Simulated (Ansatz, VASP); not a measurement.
# Two plane-wave programs on BN

```xyz
4
Lattice="2.5539 0.0000 0.0000 -1.2770 2.2118 0.0000 0.0000 0.0000 4.2269" Properties=species:S:1:pos:R:3 pbc="T T T"
B     1.2770    0.7373    4.2257
B     0.0000    1.4745    2.1123
N     1.2770    0.7373    2.6430
N     0.0000    1.4745    0.5295
```

Measurements of this composition are mostly on another form, of space group No. 194.

Alike in both runs: task single point; functional PBE; k mesh 6 × 6 × 4; occupations gaussian, width 0.1 eV; no spin polarisation.

```csv
,VASP,Ansatz
version,VASP 6.6.1,Ansatz 0.2.0
potentials or method,"VASP PAW PBE potentials, release 64 (B, N)","scalar-relativistic, plane waves, PAW"
plane-wave cutoff (eV),520,420
valence electrons in the cell,16,16
```

|  | VASP | Ansatz | Ansatz less VASP |
| --- | --- | --- | --- |
| gap on the k mesh at the Fermi level (eV) | 5.20 | 5.21 | +0.017 |
| least direct gap on the mesh (eV) | 8.25 | 8.26 | +0.006 |
| pressure (GPa) | 0.2 | 0.0 | -0.24 |
| largest component of the traceless stress (GPa) | 0.59 | 0.57 | -0.019 |
| rms of the force components (eV/Å) | 0.011 | 0.012 | +0.0012 |

Atom by atom the forces differ by 0.001 eV/Å (rms over components). With one functional, cell and mesh, what is left measures potentials, basis and numerics.

Caveats: the k mesh is coarse (spacing up to 0.47 Å⁻¹), so the values aren't converged. A k mesh can miss the band edges.
